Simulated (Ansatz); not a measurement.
C7H8 can be A, `Cc1ccccc1`, or B, `C1=C[C@H]2C=C[C@@H]1C2`.

Program: Ansatz. Geometries: PBE0-D4/def2-TZVP. ΔE: electronic, gas phase. CCSD(T)/CBS adds triple-zeta CCSD(T) − MP2 to the extrapolated MP2 energy (def2 sets, frozen cores). DFT in def2-TZVPP. B3LYP here is the variant with VWN-RPA as its local correlation; programs differ in this.

A:

Z-matrix (Å, degrees):
```
C
C 1 1.499
H 1 1.092 2 111.4
H 1 1.091 2 111.4 3 120.9
H 1 1.095 2 110.9 3 -119.5
C 2 1.392 1 120.9 3 -148.5
C 2 1.392 1 120.9 3 32.6
C 6 1.387 2 121.0 1 -178.6
H 6 1.085 2 119.3 1 1.6
C 7 1.386 2 121.0 1 178.6
H 7 1.085 2 119.3 1 -1.6
C 8 1.387 6 120.2 2 -0.1
H 8 1.084 6 119.8 2 -179.9
H 10 1.084 7 119.8 2 179.9
H 12 1.084 8 120.3 6 -179.8
```

B:

Z-matrix (Å, degrees):
```
C
C 1 1.547
C 1 1.531 2 98.3
C 1 1.531 2 98.3 3 108.9
H 1 1.088 2 117.8 3 -125.6
C 2 1.547 1 92.2 3 -54.4
H 2 1.092 1 113.1 3 61.9
H 2 1.092 1 113.1 3 -170.7
C 3 1.328 1 107.1 2 36.2
H 3 1.081 1 124.7 2 -147.3
C 4 1.328 1 107.1 2 -36.2
H 4 1.081 1 124.7 2 147.3
H 6 1.088 2 117.9 1 180.0
H 9 1.081 3 128.1 1 176.4
H 11 1.081 4 128.1 1 -176.4
```

(1) Which isomer does CCSD(T)/CBS put lower? Give the gap. (An estimate is asked.)

(2) Give E(B) − E(A) in kcal/mol with MP2/def2-TZVPP, B3LYP, HF/def2-TZVPP, PBE0-D4, B3LYP-D4, B2PLYP, CCSD(T)/def2-SVP. (Estimate.)

(3) Does the order hold for the free energy at 298.15 K (harmonic terms from PBE0-D4)? (Best estimate.)

Largest T1 diagnostic: 0.011.

Results:

(1) Ansatz gave: A, by 45.2 kcal/mol.

(2) Computed: MP2/def2-TZVPP 46.9, B3LYP 57.2, HF/def2-TZVPP 56.0, PBE0-D4 48.9, B3LYP-D4 56.0, B2PLYP 53.2, CCSD(T)/def2-SVP 44.6. None reverses the order clearly.

(3) Ansatz gave: Yes: G(B) − G(A) = +48.1 kcal/mol. Modes under 60 cm⁻¹, often nearly free rotors, make the harmonic entropy too high.

From PBE to PBE0 (25 % exact exchange), in def2-TZVPP and without D4, E(B) − E(A) moves by −1.5 kcal/mol. In def2-TZVPP, CCSD(T) changes the Hartree–Fock value by −11.4 kcal/mol (the triples alone add +0.0 kcal/mol) and MP2 by −9.1 kcal/mol.
